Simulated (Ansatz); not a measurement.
# HfO2: the cost of one run

All numbers below are computed with Ansatz 0.2.0 (DFT PBE, scalar-relativistic, plane waves, PAW).

### Step 1. The starting structure

The cell holds 15 atoms (Hf5O10): a = 5.863 Å, b = 5.416 Å, c = 5.761 Å, α = 90.41°, β = 93.48°, γ = 87.37°.

It is the last frame of an earlier stage of the same melt, run at 3000 K.

Coordinates:

```cif
data_structure
_symmetry_space_group_name_H-M 'P 1'
_symmetry_Int_Tables_number 1
_cell_length_a 5.8628
_cell_length_b 5.4163
_cell_length_c 5.7610
_cell_angle_alpha 90.411
_cell_angle_beta 93.482
_cell_angle_gamma 87.373
_cell_volume 182.40
loop_
_atom_site_label
_atom_site_type_symbol
_atom_site_fract_x
_atom_site_fract_y
_atom_site_fract_z
_atom_site_occupancy
Hf1 Hf 0.84117 0.55684 0.07741 1
Hf2 Hf 0.98386 0.11806 0.47316 1
Hf3 Hf 0.40569 0.36758 0.47191 1
Hf4 Hf 0.29058 0.02580 0.98839 1
Hf5 Hf 0.58688 0.84733 0.54337 1
O1 O 0.12282 0.33376 0.16753 1
O2 O 0.21503 0.29687 0.76147 1
O3 O 0.32530 0.02884 0.35734 1
O4 O 0.71484 0.53558 0.73241 1
O5 O 0.97151 0.88819 0.95887 1
O6 O 0.53276 0.14679 0.74903 1
O7 O 0.51554 0.59870 0.26040 1
O8 O 0.74032 0.22003 0.26855 1
O9 O 0.90832 0.73496 0.40964 1
O10 O 0.31854 0.75386 0.72991 1
```

### Step 2. The last frame at 3000 K on a finer mesh

The electrons keep the Fermi-Dirac width of that temperature.

File input.yaml:

```yaml
crystal:
  lattice:
    - [5.858683, 0.12881, -0.176391]
    - [0.12881, 5.414742, -0.017983]
    - [-0.176391, -0.017983, 5.758233]
  atoms:
    - { symbol: Hf, position: [0.8411718855, 0.5568399742, 0.0774109769] }
    - { symbol: Hf, position: [0.9838639907, 0.118057744, 0.4731627557] }
    - { symbol: Hf, position: [0.4056893061, 0.3675793214, 0.471906304] }
    - { symbol: Hf, position: [0.2905772889, 0.0258018796, 0.9883868084] }
    - { symbol: Hf, position: [0.5868845251, 0.8473324511, 0.5433679192] }
    - { symbol: O, position: [0.1228223855, 0.3337642781, 0.1675334115] }
    - { symbol: O, position: [0.2150260834, 0.2968727559, 0.7614716902] }
    - { symbol: O, position: [0.3252968634, 0.0288417709, 0.3573371058] }
    - { symbol: O, position: [0.7148429248, 0.5355761363, 0.7324074031] }
    - { symbol: O, position: [0.9715052928, 0.8881889489, 0.9588678609] }
    - { symbol: O, position: [0.5327612093, 0.146790143, 0.7490260885] }
    - { symbol: O, position: [0.5155369377, 0.5986996496, 0.2604006205] }
    - { symbol: O, position: [0.7403191927, 0.2200254792, 0.2685480097] }
    - { symbol: O, position: [0.9083191677, 0.7349609866, 0.4096411856] }
    - { symbol: O, position: [0.3185361002, 0.7538613917, 0.7299128645] }
basis:
  ecutwfc: 420
kpoints:
  mp_grid: { grid: [3, 4, 4] }
hamiltonian:
  xc: pbe
scf:
  occupations: { method: fermi_dirac, width: 0.2585 }
output:
  forces: true
  stress: true
  eigenvalues: true
  populations: true
  write_density: true
  write_potential: true
  elf: true
  volumetric_format: npy
```

Launch:

```sh
> ansatz run input.yaml --threads 2 --pin off --max-ram 5120MiB --backend cpu --events-out ev --progress --plain --runs-dir out
```

What time and memory should one allow on 2 threads of Intel Xeon at 2.70GHz, shared host?

About 46 s, with a peak of 0.77 GiB.
